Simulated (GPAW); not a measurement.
# Cu2O (Cuprite) (Pn-3m) in GPAW: convergence with k mesh

Aim: find how far k mesh must go before the results for Cu2O (Cuprite) settle, at RPBE. This setting moves, with any that are tied to it; all else stays.

All numbers are computed with GPAW 26.7.0; they aren't measurements. Logs are shortened: lines on timing, memory, paths and dates and some standing lists are left out, and cuts for length are marked. The log counts tension as positive stress, the text compression.

## 1. The structure

It takes space group Pn-3m (No. 224, cubic). The conventional cell has a = 4.260 Å, b = 4.260 Å, c = 4.260 Å, α = 90.00°, β = 90.00°, γ = 90.00°. Around Cu (site symmetry -3m) lie 2 O at 1.84 Å. Around O (site symmetry -43m) lie 4 Cu at 1.84 Å.

## 2. With k mesh 2 × 2 × 2

Input file run.py:

```python
from ase.dft.bandgap import bandgap
from ase.io import read, write
from ase.units import GPa
from gpaw import GPAW, PW

atoms = read('Cu2O.xyz')

calc = GPAW(mode=PW(800),
            xc='RPBE',
            kpts={'size': (2, 2, 2), 'gamma': True},
            occupations={'name': 'fermi-dirac', 'width': 0.05},
            nbands=51,
            convergence={'density': 1e-05, 'energy': 1e-05},
            maxiter=100,
            txt='gpaw.txt')
atoms.calc = calc
energy = atoms.get_potential_energy()
forces = atoms.get_forces()
stress = atoms.get_stress()
calc.write('gs.gpw')
write('result.traj', atoms)
print(f'Energy: {energy:.6f} eV')
print('Forces (eV/A):')
print(forces.round(4))
print('Stress (GPa):', (stress / GPa).round(3))
print('Fermi level:', round(calc.get_fermi_level(), 4), 'eV')
print(f'Gap: {bandgap(calc)[0]:.4f} eV, direct: {bandgap(calc, direct=True)[0]:.4f} eV')
```

Input file Cu2O.xyz:

```xyz
6
Lattice="4.2600000000 0.0000000000 0.0000000000 0.0000000000 4.2600000000 0.0000000000 0.0000000000 0.0000000000 4.2600000000" Properties=species:S:1:pos:R:3 pbc="T T T"
Cu     3.1950000000      1.0650000000      3.1950000000
Cu     3.1950000000      3.1950000000      1.0650000000
Cu     1.0650000000      3.1950000000      3.1950000000
Cu     1.0650000000      1.0650000000      1.0650000000
O      2.1300000000      2.1300000000      2.1300000000
O      0.0000000000      0.0000000000      0.0000000000
```

Potentials or basis: the program's PAW data sets (release 1.2.1) made for this functional, pw.

Command:

```console
> OMP_NUM_THREADS=1 python run.py
```

gpaw.txt:

```text
__  _  _
 | _ |_)|_||  |
 |__||  | ||/\| - 26.7.0

Input parameters:
  mode=PW(ecut=800.0),
  convergence={'density': 1e-05, 'energy': 1e-05},
  kpts=MonkhorstPack(size=(2, 2, 2), gamma=True),
  maxiter=100,
  nbands=51,
  occupations=Occupations(name='fermi-dirac', width=0.05),
  xc=XC(name='RPBE')

Diagonalizing LCAO Hamiltonian
Converting LCAO to pw mode
    .---------.
   /|         |
  / | Cu      |
 *  |         |
 |  |  O CuCu |
 |  .---------.
 | /Cu       /
 |/         /
 O---------*

Atoms  # Å, Bohr magnetons
|   | symbol |        x |        y |        z |    initial magnetic moments |
|---|--------|----------|----------|----------|-----------------------------|
| 0 |     Cu | 3.195000 | 1.065000 | 3.195000 | ( 0.0000,  0.0000,  0.0000) |
| 1 |     Cu | 3.195000 | 3.195000 | 1.065000 | ( 0.0000,  0.0000,  0.0000) |
| 2 |     Cu | 1.065000 | 3.195000 | 3.195000 | ( 0.0000,  0.0000,  0.0000) |
| 3 |     Cu | 1.065000 | 1.065000 | 1.065000 | ( 0.0000,  0.0000,  0.0000) |
| 4 |      O | 2.130000 | 2.130000 | 2.130000 | ( 0.0000,  0.0000,  0.0000) |
| 5 |      O | 0.000000 | 0.000000 | 0.000000 | ( 0.0000,  0.0000,  0.0000) |

Unit cell  # Å
| periodic |        x |        y |        z |  lengths |    angles |
|----------|----------|----------|----------|----------|-----------|
|      yes | 4.260000 | 0.000000 | 0.000000 | 4.260000 | 90.000000 |
|      yes | 0.000000 | 4.260000 | 0.000000 | 4.260000 | 90.000000 |
|      yes | 0.000000 | 0.000000 | 4.260000 | 4.260000 | 90.000000 |

Number of symmetries: 24
Symmetry operations  # r_c * U_cc + t_c -> r_c
|    | kind |            matrix            |
|----|------|------------------------------|
|  0 |  E   |  1, 0, 0,  0, 1, 0,  0, 0, 1 |
|  1 |  σ   |  1, 0, 0,  0, 0, 1,  0, 1, 0 |
|  2 |  σ   |  1, 0, 0,  0, 0,-1,  0,-1, 0 |
|  3 |  C2  |  1, 0, 0,  0,-1, 0,  0, 0,-1 |
|  4 |  σ   |  0, 1, 0,  1, 0, 0,  0, 0, 1 |
|  5 |  C3  |  0, 1, 0,  0, 0, 1,  1, 0, 0 |
|  6 |  C3  |  0, 1, 0,  0, 0,-1, -1, 0, 0 |
|  7 |  S4  |  0, 1, 0, -1, 0, 0,  0, 0,-1 |
|  8 |  C3  |  0, 0, 1,  1, 0, 0,  0, 1, 0 |
|  9 |  σ   |  0, 0, 1,  0, 1, 0,  1, 0, 0 |
| 10 |  S4  |  0, 0, 1,  0,-1, 0, -1, 0, 0 |
| 11 |  C3  |  0, 0, 1, -1, 0, 0,  0,-1, 0 |
| 12 |  C3  |  0, 0,-1,  1, 0, 0,  0,-1, 0 |
| 13 |  σ   |  0, 0,-1,  0, 1, 0, -1, 0, 0 |
| 14 |  S4  |  0, 0,-1,  0,-1, 0,  1, 0, 0 |
| 15 |  C3  |  0, 0,-1, -1, 0, 0,  0, 1, 0 |
| 16 |  S4  |  0,-1, 0,  1, 0, 0,  0, 0,-1 |
| 17 |  C3  |  0,-1, 0,  0, 0, 1, -1, 0, 0 |
| 18 |  C3  |  0,-1, 0,  0, 0,-1,  1, 0, 0 |
| 19 |  σ   |  0,-1, 0, -1, 0, 0,  0, 0, 1 |
| 20 |  C2  | -1, 0, 0,  0, 1, 0,  0, 0,-1 |
| 21 |  S4  | -1, 0, 0,  0, 0, 1,  0,-1, 0 |
| 22 |  S4  | -1, 0, 0,  0, 0,-1,  0, 1, 0 |
| 23 |  C2  | -1, 0, 0,  0,-1, 0,  0, 0, 1 |

BZ-sampling:
  Number of BZ points: 8
  Number of IBZ points: 4

  Monkhorst-Pack size: [2, 2, 2]
  Monkhorst-Pack shift: [0.25, 0.25, 0.25]

K-points  # in reciprocal-cell coordinates
|   |                                coordinates |     weight |
|---|--------------------------------------------|------------|
| 0 | (  0.00000000,   0.00000000,   0.00000000) | 0.12500000 |
| 1 | (  0.50000000,   0.00000000,   0.00000000) | 0.37500000 |
| 2 | (  0.50000000,   0.50000000,   0.00000000) | 0.37500000 |
| 3 | (  0.50000000,   0.50000000,   0.50000000) | 0.12500000 |

Plane wave coefficients: 4012
Cutoff: 800.0 eV

Spin-components: 1 (collinear spins)
Bands:           51
Projectors:      34
Spin-degeneracy: 2
Datatype:        complex128

Parallelization:
  kpt:    1
  domain: 1
  band:   1

Density:
  Valence electrons: 56.0
  Components: 1
  Grid points: [28 28 28]
  Charge: 0.0  # |e|

Potential:
  Grid points: [28 28 28]

species:
  Cu:
    name:    Copper
    Z:       29.0
    valence: 11
    core:    18
    charge:  0.0  # [|e|]
    compensation charges:
      type: gauss
      rc: 0.33  # [Å]
      lmax: 2
    cutoffs:
      filter: 2.06  # [Å]
      core: 2.43  # [Å]
    projectors
    | kind |    occ | energy [eV] | rcut [Å] |
    |------|--------|-------------|----------|
    |   4s |  1.000 |      -4.495 |    1.164 |
    |   4p |  0.000 |      -0.718 |    1.164 |
    |   3d | 10.000 |      -4.953 |    1.058 |
    |    s |        |      22.716 |    1.164 |
    |    p |        |      26.494 |    1.164 |
    |    d |        |      22.259 |    1.058 |

    Using partial waves for Cu as LCAO basis

  O:
    name:    Oxygen
    Z:       8.0
    valence: 6
    core:    2
    charge:  0.0  # [|e|]
    compensation charges:
      type: gauss
      rc: 0.21  # [Å]
      lmax: 2
    cutoffs:
      filter: 1.17  # [Å]
      core: 0.83  # [Å]
    projectors
    | kind |    occ | energy [eV] | rcut [Å] |
    |------|--------|-------------|----------|
    |   2s |  2.000 |     -24.041 |    0.688 |
    |   2p |  4.000 |      -8.984 |    0.598 |
    |    s |        |       3.170 |    0.688 |
    |    p |        |      18.228 |    0.598 |
    |    d |        |       0.000 |    0.619 |

    Using partial waves for O as LCAO basis

Reference energy: -184194.475810  # eV

eigensolver:
  PPCG
  Converge bands: occupied
  niter=2

density mixing:
  MSR1-Mixer
  Pratt-step length: 0.05
  Maximum mixing coefficient: 0.75
  Old densities: 10
  SVD Regularization: 0.005
  Good broyden scale: 1.0
  Trust region scale: 1.0
  Backstep threshold: 4.0
  History deletion threshold: 6.0
  Fourier metric: weight=20.0, sigma=0.015

occupation numbers:
  Fermi-Dirac:
    width: 0.0500  # eV

poisson solver:
  ecut: 6400.0  # eV

xc functional:
  name: RPBE with 2 nearest neighbor stencil

convergence criteria:
- Maximum integral of absolute [dens]ity change: 1e-05 electrons / valence electron
- Maximum [total energy] change in last 3 cyles: 1e-05 eV / valence electron
- Maximum integral of absolute [eigenst]ate change: 4e-08 eV^2 / valence electron
maximum number of iterations: 100

SCF iterations
|iter     | |      energy | eigst |  dens |
|---------|-|-------------|-------|-------|
|iter:   1| |  -30.157141 | +0.40 |       |
|iter:   2| |  -27.935334 | -1.58 | -0.99 |
|iter:   3| |  -24.354727 | -1.20 | -1.10 |
|iter:   4| |  -24.327018 | -3.30 | -1.73 |
|iter:   5| |  -24.310550 | -3.12 | -1.88 |
|iter:   6| |  -24.310069 | -4.70 | -2.90 |
|iter:   7| |  -24.310190c| -5.38 | -3.18 |
|iter:   8| |  -24.310173c| -5.78 | -3.66 |
|iter:   9| |  -24.310172c| -7.19 | -4.05 |
|iter:  10| |  -24.310172c| -7.78c| -4.48 |
|iter:  11| |  -24.310172c| -8.01c| -5.16c|

Converged in 11 steps
Energy contributions relative to reference atoms: (reference = -184194.475810)

Energy contributions:
  Kinetic:          -0.426080
  Coulomb:          -7.681205
  Zero:              0.767498
  External:          0.000000
  Xc:              -16.969828
  Entropy:          -0.001115
  Spinorbit:         0.000000
  ----------------------------
  Free energy:     -24.310730
  Extrapolated:    -24.310172

dipole moment: (-11.950165, -11.950165, -11.950165)  # |e|*Ang

Fermi level: 5.905
Eigenvalues  # (at kpt = [0.000, 0.000, 0.000])
| band index |      eig [eV] | occ [0-2] |
|------------|---------------|-----------|
|          0 |       -14.574 |     2.000 |
|        ... |               |           |
|         20 |         3.819 |     2.000 |
|         21 |         3.819 |     2.000 |
|         22 |         3.976 |     2.000 |
|         23 |         3.976 |     2.000 |
|         24 |         3.976 |     2.000 |
|         25 |         5.600 |     1.995 |
[... 8 lines left out ...]
|         34 |        14.877 |     0.000 |
|         35 |        14.877 |     0.000 |
|        ... |               |           |
|         50 |        28.889 |     0.000 |

Gap: 0.553 eV
Transition (v -> c):
  (s=0, k=0, n=27, [0.00, 0.00, 0.00]) -> (s=0, k=0, n=28, [0.00, 0.00, 0.00])
No difference between direct/indirect transitions

Forces  # eV/Ang
|        x |        y |        z |
|----------|----------|----------|
|  0.00001 | -0.00001 |  0.00001 |  # Cu   0
|  0.00001 |  0.00001 | -0.00001 |  # Cu   1
| -0.00001 |  0.00001 |  0.00001 |  # Cu   2
| -0.00001 | -0.00001 | -0.00001 |  # Cu   3
|  0.00000 |  0.00000 |  0.00000 |  # O    4
| -0.00000 | -0.00000 | -0.00000 |  # O    5

Stress tensor  # eV/Ang^3
|         x |         y |         z |
|-----------|-----------|-----------|
| -0.076775 |  0.000000 | -0.000000 |
|  0.000000 | -0.076775 | -0.000000 |
| -0.000000 | -0.000000 | -0.076775 |

# Writing to gs.gpw (mode='')
```

It took 21 s on 1 thread of Arm Neoverse V1, shared host; peak memory 0.21 GiB.

What came out:

```
Free energy            : -24.3107 eV
Pressure               : 12.3 GPa
Band gap on the k mesh : 0.55 eV, direct
```

## 3. With k mesh 3 × 3 × 3

Edit run.py of step 2 so:

```diff
@@ -9,3 +9,3 @@
             xc='RPBE',
-            kpts={'size': (2, 2, 2), 'gamma': True},
+            kpts={'size': (3, 3, 3), 'gamma': True},
             occupations={'name': 'fermi-dirac', 'width': 0.05},
```

Cu2O.xyz is that of step 2.

Potentials or basis: the program's PAW data sets (release 1.2.1) made for this functional, pw.

Command:

```console
> OMP_NUM_THREADS=1 python run.py
```

Wall time 22 s (1 thread of Arm Neoverse V1, shared host); peak memory 0.21 GiB.

Results:

```
Free energy            : -24.6694 eV
Pressure               : 10.5 GPa
Band gap on the k mesh : 0.55 eV, direct
```

## 4. With k mesh 4 × 4 × 4

Edit run.py of step 3 so:

```diff
@@ -9,3 +9,3 @@
             xc='RPBE',
-            kpts={'size': (3, 3, 3), 'gamma': True},
+            kpts={'size': (4, 4, 4), 'gamma': True},
             occupations={'name': 'fermi-dirac', 'width': 0.05},
```

Cu2O.xyz is that of step 3.

Command:

```console
> OMP_NUM_THREADS=1 python run.py
```

It took 49 s on 1 thread of Arm Neoverse V1, shared host; peak memory 0.23 GiB.

The run converged. Its results:

| Property | Result |
| --- | --- |
| Free energy | -24.6923 eV |
| Pressure | 10.3 GPa |
| Band gap on the k mesh | 0.55 eV, direct |

## 5. With k mesh 5 × 5 × 5

Edit run.py of step 4 so:

```diff
@@ -9,3 +9,3 @@
             xc='RPBE',
-            kpts={'size': (4, 4, 4), 'gamma': True},
+            kpts={'size': (5, 5, 5), 'gamma': True},
             occupations={'name': 'fermi-dirac', 'width': 0.05},
```

Cu2O.xyz is that of step 4.

Command:

```console
> OMP_NUM_THREADS=1 python run.py
```

It took 49 s on 1 thread of Arm Neoverse V1, shared host; peak memory 0.23 GiB.

The run converged. Its results:

```
Free energy            : -24.7017 eV
Pressure               : 10.2 GPa
Band gap on the k mesh : 0.55 eV, direct
```

## 6. With k mesh 6 × 6 × 6

Edit run.py of step 5 so:

```diff
@@ -9,3 +9,3 @@
             xc='RPBE',
-            kpts={'size': (5, 5, 5), 'gamma': True},
+            kpts={'size': (6, 6, 6), 'gamma': True},
             occupations={'name': 'fermi-dirac', 'width': 0.05},
```

Cu2O.xyz is that of step 5.

Potentials or basis: the program's PAW data sets (release 1.2.1) made for this functional, pw.

Command:

```console
> OMP_NUM_THREADS=1 python run.py
```

Wall time 88 s (1 thread of Arm Neoverse V1, shared host); peak memory 0.26 GiB.

It converged, with:

```
Free energy            : -24.7037 eV
Pressure               : 10.2 GPa
Band gap on the k mesh : 0.55 eV, direct
```

## 7. With k mesh 7 × 7 × 7

Edit run.py of step 6 so:

```diff
@@ -9,3 +9,3 @@
             xc='RPBE',
-            kpts={'size': (6, 6, 6), 'gamma': True},
+            kpts={'size': (7, 7, 7), 'gamma': True},
             occupations={'name': 'fermi-dirac', 'width': 0.05},
```

Cu2O.xyz is that of step 6.

Command:

```console
> OMP_NUM_THREADS=1 python run.py
```

Run time: 91 s. Hardware: 1 thread of Arm Neoverse V1, shared host; peak memory 0.26 GiB.

It converged, with:

```yaml
Free_energy: -24.7045 eV
Pressure: 10.1 GPa
Band_gap_on_the_k_mesh: 0.55 eV, direct
```

## 8. With k mesh 8 × 8 × 8

Edit run.py of step 7 so:

```diff
@@ -9,3 +9,3 @@
             xc='RPBE',
-            kpts={'size': (7, 7, 7), 'gamma': True},
+            kpts={'size': (8, 8, 8), 'gamma': True},
             occupations={'name': 'fermi-dirac', 'width': 0.05},
```

Cu2O.xyz is that of step 7.

Command:

```console
> OMP_NUM_THREADS=1 python run.py
```

It took 2.4 min on 1 thread of Arm Neoverse V1, shared host; peak memory 0.32 GiB.

It converged, with:

- Free energy: -24.7048 eV
- Pressure: 10.1 GPa
- Band gap on the k mesh: 0.55 eV, direct

## 9. Result

```tsv
k mesh	energy less the tightest run, at zero smearing (meV/atom)	pressure (GPa)	SCF cycles	CPU time (s)	peak memory (GiB)
2 × 2 × 2	65.77	12.30	11	21	0.21
3 × 3 × 3	5.93	10.46	12	22	0.21
4 × 4 × 4	2.10	10.27	12	49	0.23
5 × 5 × 5	0.53	10.18	12	49	0.23
6 × 6 × 6	0.19	10.15	12	88	0.26
7 × 7 × 7	0.06	10.14	12	91	0.26
8 × 8 × 8	0.00	10.13	11	140	0.32
```

Against the tightest run, the energy stays within 1 meV/atom from 5 × 5 × 5 on; the pressure stays within 0.1 GPa from 5 × 5 × 5 on. Meshes of other sizes hit other points, so gaps and Fermi surfaces needn't settle smoothly. The tightest run that finished is the yardstick and may itself not be fully converged.

Caveats: with this Cu data set, volumes or pressures lay over 1.5 % or 2 GPa off other programs in two to four cells of ten.
